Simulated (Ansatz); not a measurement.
# The honeycomb BP bilayer (AB) under a gate

Wanted: Fermi level and gate voltage of the honeycomb BP bilayer (AB) as it is charged.

Method: plane-wave DFT, PBE-D3(BJ), Ansatz PAW, in Ansatz 0.2.0.

### Step 1. Set-up

The cell holds 4 atoms: 2 P and 2 B. Cell: a = 3.210 Å, b = 3.210 Å, c = 37.400 Å, α = 90.0°, β = 90.0°, γ = 120.0°. Regions: layer 1: honeycomb BP, 2 atoms (1 P and 1 B); layer 2: honeycomb BP, 2 atoms (1 P and 1 B). Vacuum lies along c.

### Step 2. Relaxing the slab

The starting cell is a guess, so the in-plane lattice and the atoms are relaxed first, with the slab cut off from its images along the normal.

File input.yaml:

```yaml
crystal:
  lattice:
    - [3.21, 0.0, 0.0]
    - [-1.605, 2.7799415461, 0.0]
    - [0.0, 0.0, 37.3999999994]
  atoms:
    - { symbol: P, position: [0.6666666667, 0.3333333333, 0.4572192513] }
    - { symbol: B, position: [0.3333333333, 0.6666666667, 0.4572192513] }
    - { symbol: P, position: [0.0, 0.0, 0.5427807487] }
    - { symbol: B, position: [0.6666666667, 0.3333333333, 0.5427807487] }
  periodic: [true, true, false]
kpoints:
  mp_grid: { grid: [12, 12, 1] }
hamiltonian:
  xc: pbe
  dispersion: d3bj
scf:
  occupations: { method: fermi_dirac, width: 0.05 }
  convergence: { dr2_threshold: 1.0e-09 }
relax:
  f_tol: 0.004
  max_steps: 90
  cell: {}
output:
  write_potential: true
  write_density: true
  volumetric_format: npy
```

On the command line:

```
$ ansatz run input.yaml --threads 4 --pin off --max-ram 16384MiB --backend cpu --events-out ev --progress --plain --runs-dir out
```

Numbers of over 12 decimals in the logs are rounded to 6 here.

Log:

```text
Warning: relax.cell: scf.convergence.dr2_threshold = 1e-9 eV is looser than the 2.29568411292e-10 eV advised for a relaxation that steers and ends on the stress (1e-10 eV for each atom of the cell: 4, times the square of relax.cell.stress_2d_tol = 0.05 N/m over 13.2 Å (the atoms' height at the walk's start and 5 Å past either face), 3.788e-2 GPa, over a crystal's default 0.05). What an SCF threshold leaves in a stress goes as its square root, and in the free energy as the threshold itself, and one threshold admits the most on a small cell: [figures from the program's tests cut] Set scf.convergence.dr2_threshold to 2.29568411292e-10 eV or tighter. [rest of the remark cut]
Engine: ansatz 0.2.0, aarch64-unknown-linux-gnu
Pseudopotentials: kind: paw
Pseudopotential: P, paw, valence charge 5, recommended cutoff 420 eV (normal), P.paw.azcp
Pseudopotential: B, paw, valence charge 3, recommended cutoff 420 eV (normal), B.paw.azcp
Functional definition: PBE
  parameter kappa = 0.804
  parameter beta = 0.066725
  exchange = pbe_x(kappa = kappa, mu = beta*pi^2/3)
  correlation = pbe_c(beta = beta)
Crystal: 4 atoms, lattice volume = 333.743 Å³
Basis set: ecut = 420 eV, 6629 PW (Γ), exchange–correlation on 48×48×500 points (8 copies of the dense FFT grid, shifted against one another)
Bands: 12, of which v1, the nominal top of the filled ones, is band 8 counted from 1 (7 counted from 0)
Symmetry: 6 space group operations
Space group: P3m1 (ITA 156), of the structure as read, at distance tolerance 6.9e-5 Å
k-points: 19 of 144 (time reversal used)
Non-local potential: P, projectors of the file, l = 0: 2, l = 1: 2, l = 2: 2
Non-local potential: B, projectors of the file, l = 0: 2, l = 1: 2, l = 2: 1
PAW form: soft (Blöchl's): semilocal exchange-correlation on the pseudo side does not see the compensation charge
PAW one-centre angular grid: P, 110 points (default); XC on 64 Gauss nodes
PAW one-centre angular grid: B, 110 points (default); XC on 64 Gauss nodes
Initial density: superposition of atomic densities (neutral atoms: chi_scale 0, normalization atom), corrected by the library's trained network
Initial wavefunctions: pseudopotential atomic-orbital guess
Functional: x = pbe(κ = 0.804, μ = 0.219515), c = pbe(β = 0.066725)
SCF iter   1: F=—  HF=-1824.017666 eV  |F-HF|=—  |Δ(HF+E_count)|=         —  Δρ=1.45e-3  dr2=2.58e-2  ethr=1.77e-3  ⟨swp⟩=12.9  Hψ=2819  notcnv=0
preconditioner: auto → Resta (q_TF=auto, 1.644 Å⁻¹)  ε∞=1.7  [insulator: Δε(μ)=0.820 eV  Ē_g=9.795 eV  σ=0.050 eV  W_gap=1.00  n_scr=18 (ndim 8)  ℏωp=8.1 eV  f_vac=0.784  D(μ)=0.00/eV (n_scr^D=0)  ε∞_Penn≈1.7  vacuum switching on, ρ_ref=7.0e-3 e/Å³]
SCF iter   2: F=—  HF=-1824.015179 eV  |F-HF|=—  |Δ(HF+E_count)|=   2.49e-3  Δρ=7.63e-4  dr2=1.52e-2  ethr=1.61e-4  ⟨swp⟩=4.3  Hψ=737  notcnv=0
SCF iter   3: F=—  HF=-1824.013246 eV  |F-HF|=—  |Δ(HF+E_count)|=   1.93e-3  Δρ=3.90e-4  dr2=1.31e-3  ethr=9.50e-5  ⟨swp⟩=2.7  Hψ=397  notcnv=0
SCF iter   4: F=—  HF=-1824.013308 eV  |F-HF|=—  |Δ(HF+E_count)|=   6.15e-5  Δρ=1.83e-4  dr2=1.53e-4  ethr=8.17e-6  ⟨swp⟩=2.5  Hψ=361  notcnv=0
SCF iter   5: F=—  HF=-1824.013384 eV  |F-HF|=—  |Δ(HF+E_count)|=   7.62e-5  Δρ=6.28e-5  dr2=1.10e-5  ethr=9.54e-7  ⟨swp⟩=2.7  Hψ=440  notcnv=0
SCF iter   6: F=—  HF=-1824.013402 eV  |F-HF|=—  |Δ(HF+E_count)|=   1.77e-5  Δρ=1.62e-5  dr2=8.66e-7  ethr=6.90e-8  ⟨swp⟩=3.3  Hψ=484  notcnv=0
SCF iter   7: F=—  HF=-1824.013371 eV  |F-HF|=—  |Δ(HF+E_count)|=   3.10e-5  Δρ=5.35e-6  dr2=7.09e-8  ethr=5.41e-9  ⟨swp⟩=3.1  Hψ=453  notcnv=0
SCF iter   8: F=—  HF=-1824.013371 eV  |F-HF|=—  |Δ(HF+E_count)|=   3.88e-7  Δρ=7.78e-7  dr2=2.87e-9  ethr=4.43e-10  ⟨swp⟩=2.8  Hψ=437  notcnv=0
SCF iter   9: F=-1824.013371 eV  HF=-1824.013371 eV  |F-HF|=2.16e-9  |Δ(HF+E_count)|=   2.62e-8  Δρ=2.09e-7  dr2=1.35e-10  ethr=6.25e-12  ⟨swp⟩=12.1  Hψ=1903  notcnv=0
SCF 1 converged in 9 iterations: F = -1824.013371 eV  dr2 = 1.35e-10
  greatest PAW one-centre occupation: 0.778 electrons in one spin orbital (limit 2), on the P atom at site 0 (counted from 0), in its partial waves of l = 0
relax step   1: F+E_penalty+E_count = -1824.01337117 eV  Δ(F+E_penalty+E_count) = +0.000e0 eV  max|allowed force component| = 2.490e-1 eV/Å  Δτ_max = 0.0000 Å  P = -0.974 N/m  Ω = 333.743 Å³  fix = [c, alpha, beta]  reactions: c -0.000 N/m  (9 SCF iters, accepted)
Crystal: 4 atoms, lattice volume = 332.936 Å³
Basis set: ecut = 420 eV, 6605 PW (Γ), exchange–correlation on 48×48×500 points (8 copies of the dense FFT grid, shifted against one another)
Initial density: handed on by an earlier stage of this run
Initial wavefunctions: those handed on with the density
iter 1 solved again at ethr=3.00e-3 eV; its pass at ethr=3.10e-3 eV (dr2=4.81e-1 eV) is discarded
SCF iter   1: F=—  HF=-1824.156106 eV  |F-HF|=—  |Δ(HF+E_count)|=         —  Δρ=1.07e-2  dr2=4.86e-1  ethr=3.00e-3  ⟨swp⟩=1.0  Hψ=2863  notcnv=0
preconditioner: auto → Resta (q_TF=auto, 1.645 Å⁻¹)  ε∞=1.7  [insulator: Δε(μ)=0.667 eV  Ē_g=9.812 eV  σ=0.050 eV  W_gap=1.00  n_scr=18 (ndim 8)  ℏωp=8.1 eV  f_vac=0.771  D(μ)=0.00/eV (n_scr^D=0)  ε∞_Penn≈1.7  vacuum switching on, ρ_ref=7.0e-3 e/Å³]
SCF iter   2: F=—  HF=-1824.064643 eV  |F-HF|=—  |Δ(HF+E_count)|=   9.15e-2  Δρ=4.16e-3  dr2=8.46e-2  ethr=3.00e-3  ⟨swp⟩=3.8  Hψ=542  notcnv=0
SCF iter   3: F=—  HF=-1824.051943 eV  |F-HF|=—  |Δ(HF+E_count)|=   1.27e-2  Δρ=2.36e-3  dr2=1.10e-2  ethr=5.29e-4  ⟨swp⟩=3.4  Hψ=480  notcnv=0
SCF iter   4: F=—  HF=-1824.051993 eV  |F-HF|=—  |Δ(HF+E_count)|=   5.01e-5  Δρ=7.94e-4  dr2=2.23e-3  ethr=6.85e-5  ⟨swp⟩=2.8  Hψ=469  notcnv=0
SCF iter   5: F=—  HF=-1824.051898 eV  |F-HF|=—  |Δ(HF+E_count)|=   9.56e-5  Δρ=2.03e-4  dr2=1.23e-4  ethr=1.39e-5  ⟨swp⟩=2.6  Hψ=453  notcnv=0
SCF iter   6: F=—  HF=-1824.051941 eV  |F-HF|=—  |Δ(HF+E_count)|=   4.38e-5  Δρ=5.07e-5  dr2=7.89e-6  ethr=7.71e-7  ⟨swp⟩=2.7  Hψ=473  notcnv=0
SCF iter   7: F=—  HF=-1824.051937 eV  |F-HF|=—  |Δ(HF+E_count)|=   4.21e-6  Δρ=1.36e-5  dr2=4.05e-7  ethr=4.93e-8  ⟨swp⟩=3.0  Hψ=453  notcnv=0
SCF iter   8: F=—  HF=-1824.051898 eV  |F-HF|=—  |Δ(HF+E_count)|=   3.95e-5  Δρ=2.75e-6  dr2=3.93e-8  ethr=2.53e-9  ⟨swp⟩=2.6  Hψ=411  notcnv=0
SCF iter   9: F=—  HF=-1824.051898 eV  |F-HF|=—  |Δ(HF+E_count)|=   1.77e-8  Δρ=5.85e-7  dr2=1.26e-9  ethr=2.46e-10  ⟨swp⟩=3.2  Hψ=520  notcnv=0
SCF iter  10: F=-1824.051898 eV  HF=-1824.051898 eV  |F-HF|=1.93e-10  |Δ(HF+E_count)|=   2.28e-9  Δρ=2.81e-7  dr2=3.75e-10  ethr=6.25e-12  ⟨swp⟩=11.3  Hψ=1757  notcnv=0
SCF 2 converged in 10 iterations: F = -1824.051898 eV  dr2 = 3.75e-10
[...]
Crystal: 4 atoms, lattice volume = 331.112 Å³
Basis set: ecut = 420 eV, 6557 PW (Γ), exchange–correlation on 48×48×500 points (8 copies of the dense FFT grid, shifted against one another)
iter 1 solved again at ethr=1.12e-5 eV; its pass at ethr=3.10e-3 eV (dr2=1.79e-3 eV) is discarded
SCF iter   1: F=—  HF=-1824.052817 eV  |F-HF|=—  |Δ(HF+E_count)|=         —  Δρ=6.37e-4  dr2=1.96e-3  ethr=1.12e-5  ⟨swp⟩=4.1  Hψ=2587  notcnv=0
preconditioner: auto → Resta (q_TF=auto, 1.647 Å⁻¹)  ε∞=1.7  [insulator: Δε(μ)=0.712 eV  Ē_g=9.837 eV  σ=0.050 eV  W_gap=1.00  n_scr=18 (ndim 8)  ℏωp=8.2 eV  f_vac=0.775  D(μ)=0.00/eV (n_scr^D=0)  ε∞_Penn≈1.7  vacuum switching on, ρ_ref=7.0e-3 e/Å³]
SCF iter   2: F=—  HF=-1824.052244 eV  |F-HF|=—  |Δ(HF+E_count)|=   5.73e-4  Δρ=1.90e-4  dr2=1.71e-4  ethr=1.12e-5  ⟨swp⟩=2.8  Hψ=424  notcnv=0
SCF iter   3: F=—  HF=-1824.052202 eV  |F-HF|=—  |Δ(HF+E_count)|=   4.22e-5  Δρ=8.67e-5  dr2=2.79e-5  ethr=1.07e-6  ⟨swp⟩=2.8  Hψ=420  notcnv=0
SCF iter   4: F=—  HF=-1824.052196 eV  |F-HF|=—  |Δ(HF+E_count)|=   5.35e-6  Δρ=2.20e-5  dr2=7.58e-6  ethr=1.74e-7  ⟨swp⟩=2.9  Hψ=418  notcnv=0
SCF iter   5: F=—  HF=-1824.052199 eV  |F-HF|=—  |Δ(HF+E_count)|=   2.53e-6  Δρ=1.10e-5  dr2=4.48e-7  ethr=4.74e-8  ⟨swp⟩=2.6  Hψ=360  notcnv=0
SCF iter   6: F=—  HF=-1824.052156 eV  |F-HF|=—  |Δ(HF+E_count)|=   4.32e-5  Δρ=4.70e-6  dr2=6.18e-8  ethr=2.80e-9  ⟨swp⟩=3.5  Hψ=443  notcnv=0
SCF iter   7: F=—  HF=-1824.052156 eV  |F-HF|=—  |Δ(HF+E_count)|=   3.36e-8  Δρ=7.37e-7  dr2=1.57e-9  ethr=3.86e-10  ⟨swp⟩=2.8  Hψ=423  notcnv=0
SCF iter   8: F=-1824.052156 eV  HF=-1824.052156 eV  |F-HF|=1.14e-10  |Δ(HF+E_count)|=   1.74e-9  Δρ=2.16e-7  dr2=2.08e-10  ethr=6.25e-12  ⟨swp⟩=11.6  Hψ=1847  notcnv=0
SCF 3 converged in 8 iterations: F = -1824.052156 eV  dr2 = 2.08e-10
relax step   3: F+E_penalty+E_count = -1824.05215561 eV  Δ(F+E_penalty+E_count) = -2.579e-4 eV  max|allowed force component| = 3.204e-2 eV/Å  Δτ_max = 0.0084 Å  P = +0.600 N/m  Ω = 331.112 Å³  energy of the carried Pulay correction = +3.058e-4 eV  fix = [c, alpha, beta]  reactions: c +0.000 N/m  (8 SCF iters, accepted)
[...]
relax step   4: F+E_penalty+E_count = -1824.05274200 eV  Δ(F+E_penalty+E_count) = -5.864e-4 eV  max|allowed force component| = 1.130e-2 eV/Å  Δτ_max = 0.0046 Å  P = +0.022 N/m  Ω = 332.122 Å³  energy of the carried Pulay correction = +1.881e-4 eV  fix = [c, alpha, beta]  reactions: c +0.000 N/m  (7 SCF iters, accepted)
[...]
relax step   5: F+E_penalty+E_count = -1824.05276414 eV  Δ(F+E_penalty+E_count) = -2.214e-5 eV  max|allowed force component| = 4.510e-4 eV/Å  Δτ_max = 0.0028 Å  P = -0.004 N/m  Ω = 332.165 Å³  energy of the carried Pulay correction = +1.831e-4 eV  fix = [c, alpha, beta]  reactions: c -0.000 N/m  (6 SCF iters, accepted)
Initial wavefunctions: pseudopotential atomic-orbital guess (no wavefunctions were taken with the density)
iter 1 solved again at ethr=1.00e-6 eV; its pass at ethr=3.10e-3 eV (dr2=1.61e-4 eV) is discarded
SCF iter   1: F=—  HF=-1824.052618 eV  |F-HF|=—  |Δ(HF+E_count)|=         —  Δρ=4.35e-6  dr2=9.48e-9  ethr=1.00e-6  ⟨swp⟩=5.4  Hψ=3886  notcnv=0
eigensolver tolerance schedule: the retry pair's looser diagonalisation over-reported the residual by 16938.40 of it (diagonalisation noise at an unbounded share of the residual, at the tolerance the schedule requests for it); recorded, not acted on — ethr = c·dr2/N_el stays at c = 1.0e-1
preconditioner: auto → Resta (q_TF=auto, 1.646 Å⁻¹)  ε∞=1.7  [insulator: Δε(μ)=0.742 eV  Ē_g=9.812 eV  σ=0.050 eV  W_gap=1.00  n_scr=18 (ndim 8)  ℏωp=8.1 eV  f_vac=0.775  D(μ)=0.00/eV (n_scr^D=0)  ε∞_Penn≈1.7  vacuum switching on, ρ_ref=7.0e-3 e/Å³]
SCF iter   2: F=—  HF=-1824.052578 eV  |F-HF|=—  |Δ(HF+E_count)|=   4.01e-5  Δρ=2.43e-6  dr2=4.84e-9  ethr=5.93e-11  ⟨swp⟩=5.6  Hψ=841  notcnv=0
SCF iter   3: F=-1824.052578 eV  HF=-1824.052578 eV  |F-HF|=4.07e-9  |Δ(HF+E_count)|=   7.47e-9  Δρ=1.32e-6  dr2=6.62e-10  ethr=6.25e-12  ⟨swp⟩=13.0  Hψ=2257  notcnv=0
SCF 6 converged in 3 iterations: F = -1824.052578 eV  dr2 = 6.62e-10
relax step   6: F+E_penalty+E_count = -1824.05257799 eV  Δ(F+E_penalty+E_count) = +1.861e-4 eV  max|allowed force component| = 4.549e-4 eV/Å  Δτ_max = 0.0000 Å  P = -0.008 N/m  Ω = 332.165 Å³  fix = [c, alpha, beta]  reactions: c -0.000 N/m  stress off target by 7.84e-3 N/m on what of the cell is left free  SCF on the basis re-selected at this cell (its energy is not comparable with the rows above)  (3 SCF iters)
basis re-selected at this cell: Δ(F+E_penalty+E_count) = +1.861e-4 eV, ΔP = -0.004 N/m vs the last step (what re-selecting the basis moved, of the pressure what is left beyond the Pulay correction that the steps carried, after the strain that the cell walked since its last selection, with what the two solves' SCF thresholds leave and, on support functions, any second-order correction that the steps lacked; it is no m [...]
WARN: The output density's exchange-correlation potential varies sharply where the density is thin. Do not read a vacuum level from v_tot or v_xc, or from such a field of the output density. On a cell that repeats whose density bears no net charge and no dipole along the vacuum's axis use v_es (v_loc + v_h of the components); under efield.dipole_correction with no amplitude use v_es + v_field, which holds any externa [...]
SCF converged after 3 iterations
Free energy (F): -1824.052578 eV
Harris-Foulkes:  -1824.052578 eV  (|F-HF|=4.07e-9)
Internal energy: -1824.052563 eV  (E = F + TS)
E sigma→0 (E₀):  -1824.052570 eV
Entropy (-TS):   -0.000015 eV (-0.004 meV/atom)
Fermi energy:    -4.757020 eV
--- Per-component energies (eV) ---
  E_band       = -179.148701
  E_kinetic    = 238.033907
  E_local      = -19108.263386  (includes V_loc(G=0)·N_el)
  E_nonlocal   = 92.050172
  E_hartree    = 9408.109293
  E_xc         = -186.490271
  E_vxc        = -196.500920  (∫ρ·V_xc dr)
  E_paw        = -1296.231879  (= ΣΔE_a)
  E_vpaw       = -20.686955  (= ΣTr[D̂ρ^β])
  E_aug_tail   = 0.000001  (compensation charges beyond the density's cutoff)
  E_ewald      = 9029.461351
  E_disp       = -0.721750  (pairwise vdW)
  E_smearing   = -0.000015  (= −TS)
  E_closure    = 0.000000  (closes the sum)
  Σ components = -1824.052578   (vs F -1824.052578, Δ=0.00e0)
--- Forces (eV/Å), atoms counted from 1 ---
  atom   1  P     -0.00000000    -0.00000000     0.00014109
  atom   2  B     -0.00000000    -0.00000000     0.00007103
  atom   3  P      0.00000000    -0.00000000    -0.00045462
  atom   4  B      0.00000000    -0.00000000     0.00024370
  max |Σ_I F_I| component: 1.20e-6 eV/Å
--- 2D stress c σ (N/m, compression-positive) ---
       -0.007838      -0.000000      -0.000000
       -0.000000      -0.007838      -0.000000
       -0.000000      -0.000000      -0.000000
  P = ½ c Tr σ = -0.0078 N/m
--- Band table (eV; the first three rows and the last of 19) ---
  k-point 0: bands = [... 4 lower, -6.8845, -6.8845, -6.7259, -6.7259, -1.3262, -0.6075, -0.5656, -0.5656]
  k-point 1: bands = [... 4 lower, -7.4262, -7.2588, -7.0932, -6.9292, -1.2160, -0.7931, -0.5855, -0.4355]
  k-point 2: bands = [... 4 lower, -8.5178, -8.1566, -7.5735, -7.4005, -1.2771, -1.0651, -0.7044, -0.0619]
  k-point 18: bands = [... 4 lower, -11.5404, -11.3804, -5.5191, -5.1303, -4.3886, -3.9148, 1.0138, 1.3715]
  the weakly bound empty levels are not read free of the cell's end (no_gap_told)
--- Relaxed structure (5 steps of the walk, 5 accepted, 1 SCFs on fresh bases) ---
  F+E_penalty+E_count = -1824.05257799 eV   max|allowed force component| = 4.549e-4 eV/Å   (the final SCF, on the basis selected at the relaxed cell)
  cell:  # Å, volume = 332.1654 Å³
    - [3.202404, 0, 0]
    - [-1.601202, 2.773363, 0]
    - [0, 0, 37.3999999994]
  atoms:
    - { symbol: P, position: [0.666667, 0.333333, 0.452894] }
    - { symbol: B, position: [0.333333, 0.666667, 0.452346] }
    - { symbol: P, position: [2.4500632344094067e-17, -9.251858538489118e-17, 0.547570] }
    - { symbol: B, position: [0.666667, 0.333333, 0.547190] }
```

Run time: 14 s. Hardware: 4 threads of Arm Neoverse V1, shared host; peak memory 0.55 GiB; 51 s of CPU time.

Step by step:

```
step  energy less that of the first step (eV)  largest force component (eV/Å)  volume (Å³)
   1                                   0.0000                          0.2490       333.74
   2                                  -0.0385                          0.0500       332.94
   3                                  -0.0388                          0.0320       331.11
   4                                  -0.0394                          0.0113       332.12
   5                                  -0.0394                          0.0005       332.17
  6*                                  -0.0392                          0.0005       332.17
```

Relaxation steps marked * repeat the geometry before them on a plane-wave basis chosen anew for their cell, so energy and pressure can jump there.

Forces are held to the 6 operations that the run works with; a distortion that breaks them can't arise in this run.

```
cell as run  before  after  change
      a (Å)   3.210  3.202  -0.2 %
      b (Å)   3.210  3.202  -0.2 %
```

The atoms that moved most (Å, along periodic axes as changes of fractional coordinates times the final cell, across vacuum about the mean position):

```
atom     dx     dy      dz  length
  B2  0.000  0.000  -0.182   0.182
  P3  0.000  0.000   0.179   0.179
  B4  0.000  0.000   0.165   0.165
  P1  0.000  0.000  -0.162   0.162
```

Final coordinates:

```xyz
4
Lattice="3.2024 0.0000 0.0000 -1.6012 2.7734 0.0000 0.0000 0.0000 37.4000" Properties=species:S:1:pos:R:3
P     1.6012    0.9245   16.9382
B     0.0000    1.8489   16.9177
P     0.0000    0.0000   20.4791
B     1.6012    0.9245   20.4649
```

The lattice constant a goes from 3.210 to 3.202 Å.

(Continued in part 2 of 4.)

[Logs are printed without paths, hosts, clocks, repeated set-up lines and the standing remarks that a program may print on its own settings, such as how far it seeks lower states.]

[Hosts, paths, dates, database ids (printed as entryN), source tags and the programs' standing remarks are cut or masked in the printed files.]

[Maps of the electrostatic potential energy from Ansatz leave out the sawtooth potential of an applied field or a dipole correction, so their vacuum need not be flat; planar profiles and work functions include it.]
